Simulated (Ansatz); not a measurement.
## W on Al(110), quarter in the top layer, both faces: core shifts and d bands

Aim: core-level shifts, shell centres and work function of W on Al(110), quarter in the top layer, both faces. Spin–orbit coupling is left out of the bands throughout.

Calculated with Ansatz 0.2.0; DFT, PBE, plane-wave PAW, default files, scalar-relativistic.

**1. The structure**

The cell holds 6 atoms: 6 Al. Cell: a = 4.040 Å, b = 2.857 Å, c = 21.142 Å, α = 90.0°, β = 90.0°, γ = 90.0°. It derives from Al. Vacuum lies along c.

**2. The clean face**

The clean face is the reference for what the added atoms change.

The input, input.yaml:

```yaml
crystal:
  lattice:
    - [4.04, 0.0, 0.0]
    - [0.0, 2.856711396, 0.0]
    - [0.0, 0.0, 21.14177849]
  atoms:
    - { symbol: Al, position: [0.0, 0.0, 0.668902027] }
    - { symbol: Al, position: [0.5, 0.5, 0.601341216] }
    - { symbol: Al, position: [0.0, 0.0, 0.533780405] }
    - { symbol: Al, position: [0.5, 0.5, 0.466219595] }
    - { symbol: Al, position: [0.0, 0.0, 0.398658784] }
    - { symbol: Al, position: [0.5, 0.5, 0.331097973] }
kpoints:
  mp_grid: { grid: [10, 14, 1] }
scf:
  occupations: { method: fermi_dirac, width: 0.05 }
  n_extra_bands: 12
hamiltonian:
  xc: pbe
  pseudopotentials: { kind: paw }
output:
  forces: true
  write_potential: true
  volumetric_format: []
  efg: { contact_densities: true }
  dos:
    projected: true
    de: 0.05
    e_range: [-30, 12]
    method: { smearing: { sigma: 0.1, scheme: gaussian } }
relax:
  f_tol: 0.03
  max_steps: 50
  constraints: [{ sites: [3] }]
```

On the command line:

```sh
$ ansatz run input.yaml --threads 4 --pin off --max-ram 12288MiB --backend cpu --events-out ev --progress --plain --runs-dir out
```

Numbers of over 12 decimals in the logs are rounded to 6 here.

The program printed:

```text
Warning: crystal.symmetry: narrowed to the stabiliser of the relax constraints — unitary ops 8 → 4; lowered at sites 2, 3 (the operations that carried what is held of a site onto what its image site leaves free; the constrained walk keeps no symmetry that its constraints do not admit)
scf.n_extra_bands = 12 over 9 filled bands (N_el = 18.0): the run solves 21 bands
Engine: ansatz 0.2.0, x86_64-unknown-linux-gnu
Pseudopotentials: kind: paw
Pseudopotential: Al, paw, valence charge 3, recommended cutoff 420 eV (normal), Al.paw.azcp
Functional definition: PBE
  parameter kappa = 0.804
  parameter beta = 0.066725
  exchange = pbe_x(kappa = kappa, mu = beta*pi^2/3)
  correlation = pbe_c(beta = beta)
Crystal: 6 atoms, lattice volume = 244.000 Å³
Basis set: ecut = 420 eV, 4783 PW (Γ), exchange–correlation on 60×40×288 points (8 copies of the dense FFT grid, shifted against one another)
Bands: 21, of which v1, the nominal top of the filled ones, is band 9 counted from 1 (8 counted from 0)
Symmetry: 4 space group operations
k-points: 48 of 140
Non-local potential: Al, projectors of the file, l = 0: 2, l = 1: 2, l = 2: 1
PAW form: soft (Blöchl's): semilocal exchange-correlation on the pseudo side does not see the compensation charge
PAW one-centre angular grid: Al, 110 points (default); XC on 64 Gauss nodes
Initial density: superposition of atomic densities (neutral atoms: chi_scale 0, normalization atom), corrected by the library's trained network
Initial wavefunctions: pseudopotential atomic-orbital guess
Functional: x = pbe(κ = 0.804, μ = 0.219515), c = pbe(β = 0.066725)
SCF iter   1: F=—  HF=-3223.483540 eV  |F-HF|=—  |Δ(HF+E_count)|=         —  Δρ=1.35e-3  dr2=1.08e-2  ethr=1.77e-3  ⟨swp⟩=8.4  Hψ=7015  notcnv=0  defer=50
preconditioner: auto → LDOS  [metal: Δε(μ)=0.007 eV  Ē_g=7.694 eV  σ=0.050 eV  W_gap=0.03  n_scr=20 (ndim 8)  ℏωp=10.1 eV  f_vac=0.450  D(μ)=4.22/eV (n_scr^D=20)  β→1.0]
SCF iter   2: F=—  HF=-3223.482824 eV  |F-HF|=—  |Δ(HF+E_count)|=   7.16e-4  Δρ=3.82e-4  dr2=5.02e-4  ethr=5.99e-5  ⟨swp⟩=3.1  Hψ=2060  notcnv=0  defer=160
SCF iter   3: F=—  HF=-3223.483058 eV  |F-HF|=—  |Δ(HF+E_count)|=   2.34e-4  Δρ=1.17e-4  dr2=1.12e-4  ethr=2.79e-6  ⟨swp⟩=2.5  Hψ=1449  notcnv=0  defer=160
iter 4 did not close the SCF: its close was put off for the readings that it lacked (scf_convergence_deferred on its scf_iter line)
SCF iter   4: F=-3223.483054 eV  HF=-3223.483056 eV  |F-HF|=1.57e-6  |Δ(HF+E_count)|=   2.82e-6  Δρ=3.84e-5  dr2=8.06e-6  ethr=6.23e-7  ⟨swp⟩=2.4  Hψ=1301  notcnv=0  defer=160
iter 5 did not close the SCF: its close was put off for the readings that it lacked (scf_convergence_deferred on its scf_iter line)
SCF iter   5: F=-3223.483057 eV  HF=-3223.483057 eV  |F-HF|=4.31e-8  |Δ(HF+E_count)|=   1.53e-6  Δρ=6.18e-6  dr2=3.38e-7  ethr=4.48e-8  ⟨swp⟩=2.4  Hψ=1347  notcnv=0  defer=160
SCF iter   6: F=-3223.483057 eV  HF=-3223.483057 eV  |F-HF|=7.53e-9  |Δ(HF+E_count)|=   1.41e-7  Δρ=1.55e-6  dr2=1.02e-8  ethr=1.88e-9  ⟨swp⟩=13.0  Hψ=7229  notcnv=0
SCF 1 converged in 6 iterations: F = -3223.483057 eV  dr2 = 1.02e-8
  greatest PAW one-centre occupation: 0.486 electrons in one spin orbital (limit 2), on the Al atom at site 5 (counted from 0), in its partial waves of l = 0
relax step   1: F+E_penalty+E_count = -3223.48305730 eV  Δ(F+E_penalty+E_count) = +0.000e0 eV  max|allowed force component| = 2.390e-1 eV/Å  Δτ_max = 0.0000 Å  (6 SCF iters, dr2 threshold 2.25e-5 eV, accepted)
Initial density: handed on by an earlier stage of this run
Initial wavefunctions: those handed on with the density
iter 1 solved again at ethr=1.32e-4 eV; its pass at ethr=3.10e-3 eV (dr2=2.38e-2 eV) is discarded
SCF iter   1: F=—  HF=-3223.523236 eV  |F-HF|=—  |Δ(HF+E_count)|=         —  Δρ=1.65e-3  dr2=2.46e-2  ethr=1.32e-4  ⟨swp⟩=2.2  Hψ=5152  notcnv=0  defer=197
preconditioner: auto → LDOS  [metal: Δε(μ)=0.024 eV  Ē_g=7.749 eV  σ=0.050 eV  W_gap=0.12  n_scr=20 (ndim 8)  ℏωp=10.1 eV  f_vac=0.455  D(μ)=3.31/eV (n_scr^D=12)  β→1.0]
SCF iter   2: F=—  HF=-3223.518637 eV  |F-HF|=—  |Δ(HF+E_count)|=   4.60e-3  Δρ=7.96e-4  dr2=3.75e-3  ethr=1.32e-4  ⟨swp⟩=2.3  Hψ=1494  notcnv=0  defer=197
SCF iter   3: F=—  HF=-3223.518514 eV  |F-HF|=—  |Δ(HF+E_count)|=   1.23e-4  Δρ=1.56e-4  dr2=3.49e-4  ethr=2.08e-5  ⟨swp⟩=2.3  Hψ=1340  notcnv=0  defer=197
SCF iter   4: F=—  HF=-3223.518701 eV  |F-HF|=—  |Δ(HF+E_count)|=   1.86e-4  Δρ=3.60e-5  dr2=1.16e-5  ethr=1.94e-6  ⟨swp⟩=2.0  Hψ=1282  notcnv=0  defer=197
SCF iter   5: F=-3223.518702 eV  HF=-3223.518701 eV  |F-HF|=1.25e-7  |Δ(HF+E_count)|=   4.88e-7  Δρ=9.24e-6  dr2=5.27e-7  ethr=1.98e-8  ⟨swp⟩=16.1  Hψ=7516  notcnv=0
SCF 2 converged in 5 iterations: F = -3223.518702 eV  dr2 = 5.27e-7
  greatest PAW one-centre occupation: 0.482 electrons in one spin orbital (limit 2), on the Al atom at site 0 (counted from 0), in its partial waves of l = 0
relax step   2: F+E_penalty+E_count = -3223.51870152 eV  Δ(F+E_penalty+E_count) = -3.564e-2 eV  max|allowed force component| = 9.765e-2 eV/Å  Δτ_max = 0.0912 Å  (5 SCF iters, dr2 threshold 3.57e-6 eV, accepted)
SCF iter   1: F=—  HF=-3223.526057 eV  |F-HF|=—  |Δ(HF+E_count)|=         —  Δρ=1.23e-3  dr2=1.71e-2  ethr=9.20e-4  ⟨swp⟩=4.0  Hψ=3494  notcnv=0  defer=171
preconditioner: auto → LDOS  [metal: Δε(μ)=0.055 eV  Ē_g=7.759 eV  σ=0.050 eV  W_gap=0.26  n_scr=20 (ndim 8)  ℏωp=10.1 eV  f_vac=0.458  D(μ)=3.08/eV (n_scr^D=10)  β→1.0]
SCF iter   2: F=—  HF=-3223.523644 eV  |F-HF|=—  |Δ(HF+E_count)|=   2.41e-3  Δρ=3.78e-4  dr2=1.63e-3  ethr=9.50e-5  ⟨swp⟩=2.3  Hψ=1851  notcnv=0  defer=185
SCF iter   3: F=—  HF=-3223.523631 eV  |F-HF|=—  |Δ(HF+E_count)|=   1.22e-5  Δρ=8.71e-5  dr2=7.89e-5  ethr=9.07e-6  ⟨swp⟩=2.0  Hψ=1211  notcnv=0  defer=185
SCF iter   4: F=—  HF=-3223.523798 eV  |F-HF|=—  |Δ(HF+E_count)|=   1.66e-4  Δρ=3.35e-5  dr2=8.96e-6  ethr=4.38e-7  ⟨swp⟩=2.2  Hψ=1242  notcnv=0  defer=185
SCF iter   5: F=—  HF=-3223.523797 eV  |F-HF|=—  |Δ(HF+E_count)|=   4.18e-7  Δρ=8.60e-6  dr2=7.28e-7  ethr=4.98e-8  ⟨swp⟩=2.1  Hψ=1154  notcnv=0  defer=185
SCF iter   6: F=-3223.523797 eV  HF=-3223.523797 eV  |F-HF|=8.70e-9  |Δ(HF+E_count)|=   1.07e-7  Δρ=1.94e-6  dr2=2.77e-8  ethr=5.56e-10  ⟨swp⟩=14.8  Hψ=6797  notcnv=0
SCF 3 converged in 6 iterations: F = -3223.523797 eV  dr2 = 2.77e-8
  greatest PAW one-centre occupation: 0.480 electrons in one spin orbital (limit 2), on the Al atom at site 5 (counted from 0), in its partial waves of l = 0
relax step   3: F+E_penalty+E_count = -3223.52379732 eV  Δ(F+E_penalty+E_count) = -5.096e-3 eV  max|allowed force component| = 5.042e-2 eV/Å  Δτ_max = 0.0643 Å  (6 SCF iters, accepted)
SCF iter   1: F=—  HF=-3223.524403 eV  |F-HF|=—  |Δ(HF+E_count)|=         —  Δρ=3.33e-4  dr2=1.81e-3  ethr=7.33e-5  ⟨swp⟩=2.4  Hψ=2622  notcnv=0  defer=188
preconditioner: auto → LDOS  [metal: Δε(μ)=0.056 eV  Ē_g=7.746 eV  σ=0.050 eV  W_gap=0.26  n_scr=20 (ndim 8)  ℏωp=10.1 eV  f_vac=0.457  D(μ)=3.14/eV (n_scr^D=10)  β→1.0]
SCF iter   2: F=—  HF=-3223.524224 eV  |F-HF|=—  |Δ(HF+E_count)|=   1.79e-4  Δρ=7.94e-5  dr2=1.12e-4  ethr=1.01e-5  ⟨swp⟩=2.2  Hψ=1707  notcnv=0  defer=188
SCF iter   3: F=—  HF=-3223.524225 eV  |F-HF|=—  |Δ(HF+E_count)|=   8.98e-7  Δρ=2.39e-5  dr2=3.74e-6  ethr=6.22e-7  ⟨swp⟩=1.6  Hψ=1098  notcnv=0  defer=188
SCF iter   4: F=—  HF=-3223.524382 eV  |F-HF|=—  |Δ(HF+E_count)|=   1.57e-4  Δρ=4.38e-6  dr2=7.21e-8  ethr=5.56e-10  ⟨swp⟩=12.9  Hψ=7697  notcnv=0
SCF iter   5: F=-3223.524382 eV  HF=-3223.524382 eV  |F-HF|=2.98e-9  |Δ(HF+E_count)|=   9.26e-8  Δρ=1.16e-6  dr2=6.50e-9  ethr=4.00e-10  ⟨swp⟩=8.1  Hψ=5603  notcnv=0
SCF 4 converged in 5 iterations: F = -3223.524382 eV  dr2 = 6.50e-9
relax step   4: F+E_penalty+E_count = -3223.52438228 eV  Δ(F+E_penalty+E_count) = -5.850e-4 eV  max|allowed force component| = 4.681e-3 eV/Å  Δτ_max = 0.0193 Å  (5 SCF iters, accepted)
NSCF: frozen V_eff on 48 k-points
the band table was solved once a step of the walk had ended and its energy, with any forces and stress, was formed, with the checks that follow a solve (7397 applications of the Hamiltonian). They found nothing against the state; the energy, forces and stress were not computed again (output.eigenvalues in the input reference)
WARN: The output density's exchange-correlation potential varies sharply where the density is thin. Do not read a vacuum level from v_tot or v_xc, or from such a field of the output density. On a cell that repeats whose density bears no net charge and no dipole along the vacuum's axis use v_es (v_loc + v_h of the components); under efield.dipole_correction with no amplitude use v_es + v_field, which holds any externa [...]
SCF converged after 5 iterations
Free energy (F): -3223.524382 eV
Harris-Foulkes:  -3223.524382 eV  (|F-HF|=2.98e-9)
Internal energy: -3223.498207 eV  (E = F + TS)
E sigma→0 (E₀):  -3223.511295 eV
Entropy (-TS):   -0.026175 eV (-4.363 meV/atom)
Fermi energy:    0.982155 eV
--- Per-component energies (eV) ---
  E_band       = -57.948905
  E_kinetic    = 130.877385
  E_local      = -3101.500269  (includes V_loc(G=0)·N_el)
  E_nonlocal   = 63.093594
  E_hartree    = 1520.197562
  E_xc         = -234.809060
  E_vxc        = -168.860710  (∫ρ·V_xc dr)
  E_paw        = -2803.965889  (= ΣΔE_a)
  E_vpaw       = -21.953202  (= ΣTr[D̂ρ^β])
  E_aug_tail   = -0.000013  (compensation charges beyond the density's cutoff)
  E_ewald      = 1202.608483
  E_smearing   = -0.026175  (= −TS)
  E_closure    = -0.000000  (closes the sum)
  Σ components = -3223.524382   (vs F -3223.524382, Δ=0.00e0)
--- Forces (eV/Å), atoms counted from 1 ---
  atom   1  Al     0.00000000     0.00000000     0.00162069
  atom   2  Al     0.00000000     0.00000000    -0.00294117
  atom   3  Al     0.00000000     0.00000000    -0.00287525
  atom   4  Al     0.00000000     0.00000000    -0.00117778
  atom   5  Al     0.00000000     0.00000000     0.00468077
  atom   6  Al     0.00000000     0.00000000     0.00069707
  max |Σ_I F_I| component: 4.33e-6 eV/Å
--- PAW observables at the nuclei: V_zz in 10²¹ V/m², potentials from the cell's mean, atoms counted from 1 ---
  atom   1  Al V_zz =    +1.841737   η = 0.4738   by run symmetry: allowed
            electrostatic potential = -1221.347252 V   contact ρ = 10089.947729 e/Å³
  atom   2  Al V_zz =    +0.794476   η = 0.6274   by run symmetry: allowed
            electrostatic potential = -1221.347275 V   contact ρ = 10087.379087 e/Å³
  atom   3  Al V_zz =    -0.547341   η = 0.2295   by run symmetry: allowed
            electrostatic potential = -1221.391056 V   contact ρ = 10086.858241 e/Å³
  atom   4  Al V_zz =    -0.546551   η = 0.2286   by run symmetry: allowed
            electrostatic potential = -1221.390720 V   contact ρ = 10086.859098 e/Å³
  atom   5  Al V_zz =    +0.796044   η = 0.6247   by run symmetry: allowed
            electrostatic potential = -1221.347087 V   contact ρ = 10087.381460 e/Å³
  atom   6  Al V_zz =    +1.844813   η = 0.4734   by run symmetry: allowed
            electrostatic potential = -1221.346936 V   contact ρ = 10089.950363 e/Å³
--- Band table (eV; the first three rows and the last of 48) ---
  k-point 0: bands = [... 5 lower, -1.5816, -0.5371, -0.2306, 0.8335, 1.0033, 1.2660, 3.2076, 3.3005, ... 8 higher]
  k-point 1: bands = [... 5 lower, -1.4954, -0.4527, -0.1427, 0.9126, 1.0888, 1.3502, 3.2811, 3.3726, ... 8 higher]
  k-point 2: bands = [... 5 lower, -1.2395, -0.1995, 0.1140, 1.1262, 1.3379, 1.6026, 3.0461, 3.4722, ... 8 higher]
  k-point 47: bands = [... 5 lower, -2.2200, -1.8702, -1.8701, -0.5343, -0.5342, 0.3881, 0.3882, 2.2990, ... 8 higher]
--- Relaxed structure (4 steps of the walk, 4 accepted, 0 SCFs on fresh bases) ---
  F+E_penalty+E_count = -3223.52438228 eV   max|allowed force component| = 4.681e-3 eV/Å
  atoms:
    - { symbol: Al, position: [0.0, 0.0, 0.662400] }
    - { symbol: Al, position: [0.5, 0.5, 0.602652] }
    - { symbol: Al, position: [0.0, 0.0, 0.529956] }
    - { symbol: Al, position: [0.5, 0.5, 0.466219595] }
    - { symbol: Al, position: [0.0, 0.0, 0.393483] }
    - { symbol: Al, position: [0.5, 0.5, 0.333727] }
```

Run time: 5.5 s. Hardware: 4 threads of AMD EPYC 9R45, shared host; peak memory 0.67 GiB; 21 s of CPU time.

The steps of the relaxation:

```csv
step,energy less that of the first step (eV),largest force component (eV/Å)
1,0.0000,0.2390
2,-0.0356,0.0977
3,-0.0407,0.0504
4,-0.0413,0.0047
```

The atoms that moved most (Å):

```csv
atom,dx,dy,dz,length
Al1,0.000,0.000,-0.137,0.137
Al5,0.000,0.000,-0.109,0.109
Al3,0.000,0.000,-0.081,0.081
Al6,0.000,0.000,0.056,0.056
Al2,0.000,0.000,0.028,0.028
```

Final coordinates:

```cif
data_structure
_symmetry_space_group_name_H-M 'P 1'
_symmetry_Int_Tables_number 1
_cell_length_a 4.0400
_cell_length_b 2.8567
_cell_length_c 21.1418
_cell_angle_alpha 90.000
_cell_angle_beta 90.000
_cell_angle_gamma 90.000
_cell_volume 244.00
loop_
_atom_site_label
_atom_site_type_symbol
_atom_site_fract_x
_atom_site_fract_y
_atom_site_fract_z
_atom_site_occupancy
Al1 Al 0.00000 0.00000 0.66240 1
Al2 Al 0.50000 0.50000 0.60265 1
Al3 Al 0.00000 0.00000 0.52996 1
Al4 Al 0.50000 0.50000 0.46622 1
Al5 Al 0.00000 0.00000 0.39348 1
Al6 Al 0.50000 0.50000 0.33373 1
```

This step gave:

| Item | Value |
| --- | --- |
| free energy | -3223.5244 eV |
| energy at zero smearing | -3223.5113 eV |
| smearing term TS | 0.02618 eV |
| Fermi energy | 0.9822 eV |
| symmetry operations | 4 |
| zero of energy | Fermi level |
| share of occupied states in no projected shell | 0.0158 of the occupied states in the window |
| DOS at the Fermi level | 3.181 states/eV/cell |
| work function, upper face | 3.897 eV |
| work function, lower face | 3.897 eV |

Maxima picked by a test of local sharpness, so broad peaks and shoulders can be missing; peaks within 0.45 eV of a curve's cut are left out. Valence peaks, by row, the first 40 of 46 rows:

```csv
photon energy (eV),binding energy (eV),height (% of the maximum within 13 eV),main shell,its share (%)
21.2,7.2,57.89,Al 3s,56.93
21.2,6.1,61.59,Al 3s,55.03
21.2,5,76.21,Al 3s,54.69
21.2,4.35,79.64,Al 3s,56.13
21.2,3.15,82.22,Al 3p,53.42
21.2,2.2,100,Al 3p,60.3
21.2,1.6,89.53,Al 3p,59.71
21.2,0.25,97.42,Al 3s,51.16
150,7.2,53.99,Al 3p,51.8
150,6.1,57.83,Al 3p,53.82
150,5,71.8,Al 3p,54.15
150,4.35,74.79,Al 3p,52.64
150,3.15,79.82,Al 3p,62.22
150,2.2,100,Al 3p,68.49
150,1.6,89.18,Al 3p,68.06
150,0.25,93.45,Al 3p,57.97
1487,9.15,42.59,Al 3s,86.78
1487,8.45,43.96,Al 3s,84.42
1487,7.2,63.49,Al 3s,83.93
1487,6.1,66.18,Al 3s,82.89
1487,5,81.49,Al 3s,82.7
1487,4.35,86.42,Al 3s,83.5
1487,3.7,78.28,Al 3s,81.19
1487,3.1,79.98,Al 3s,77.71
1487,2.15,88.73,Al 3s,72.54
1487,0.25,100,Al 3s,80.69
8048,9.15,45.05,Al 3s,96.96
8048,8.45,45.53,Al 3s,96.34
8048,7.2,65.41,Al 3s,96.2
8048,6.1,67.55,Al 3s,95.92
8048,5,83,Al 3s,95.87
8048,4.35,88.63,Al 3s,96.08
8048,3.75,78.81,Al 3s,95.56
8048,3.1,77.76,Al 3s,94.42
8048,2.15,81.87,Al 3s,92.76
8048,0.25,100,Al 3s,95.31
9252,9.15,45.14,Al 3s,97.33
9252,8.45,45.59,Al 3s,96.78
9252,7.2,65.48,Al 3s,96.66
9252,6.1,67.6,Al 3s,96.41
```

From the Fermi level. Table of planar mean, electrostatic potential by z:

```csv
z (Å),"planar mean, electrostatic potential (eV)"
0.0,3.90
0.5,3.90
1.0,3.90
1.5,3.90
2.0,3.90
2.5,3.90
3.0,3.89
3.5,3.89
4.0,3.88
4.5,3.83
5.0,3.69
5.5,3.17
6.0,1.57
6.5,-2.20
7.0,-3.90
7.5,-5.92
8.0,-5.41
8.5,-4.28
9.0,-4.39
9.5,-4.32
10.0,-4.48
10.5,-5.80
11.0,-4.61
11.5,-4.28
12.0,-4.40
12.5,-4.29
13.0,-5.15
13.5,-6.18
14.0,-4.07
14.5,-2.55
15.0,1.21
15.5,3.06
16.0,3.65
16.5,3.82
17.0,3.88
17.5,3.89
18.0,3.89
18.5,3.90
19.0,3.90
19.5,3.90
20.0,3.90
20.5,3.90
```

Recipe: projected DOS times atomic cross section and asymmetry factor (unpolarised light, 54.7° from the beam), occupied states only, Fermi edge at 20 K, a Lorentzian width of 0.05 eV growing by 0.05 eV per eV of binding energy, and a resolution of 0.3 eV. Each atom is damped by exp[−depth/(λ cos θ)], θ = 0° from the normal, λ from the universal curve. Curves are cut 10 eV under the photon energy, above any shell that the free atom's threshold puts out of reach, or at the lower edge of the window: 11.2 eV at 21.2 eV, 12.5 eV at 150 eV, 12.5 eV at 1486.7 eV, 12.5 eV at 8047.8 eV and 12.5 eV at 9251.7 eV. Matrix elements of the solid and inelastic losses aren't modelled, nor non-dipole terms, which matter above 3 keV.

How the area divides among the shells (%):

```csv
shell,21.2 eV,150 eV,1486.7 eV,8047.8 eV,9251.7 eV
Al 3s,52.4,43.4,81.3,95.5,96.0
Al 3p,47.6,56.6,18.7,4.5,4.0
```

Cross sections used, in Mb an electron:

```csv
shell,21.2 eV,150 eV,1486.7 eV,8047.8 eV,9251.7 eV
Al 3s,0.15,0.028,3.5e-4,4.3e-6,2.9e-6
Al 3p,0.070,0.018,4.0e-5,1.0e-7,5.9e-8
```

At the Fermi level the DOS is 3.18 states/eV a cell, and on the broadened curves Al 3p holds 60 % of the total there.

[end of part 1 of 4]

[Logs are printed without paths, hosts, clocks, repeated set-up lines and the standing remarks that a program may print on its own settings, such as how far it seeks lower states.]

[Hosts, paths, dates, database ids (printed as entryN), source tags and the programs' standing remarks are cut or masked in the printed files.]

[Maps of the electrostatic potential energy from Ansatz leave out the sawtooth potential of an applied field or a dipole correction, so their vacuum need not be flat; work functions include it.]
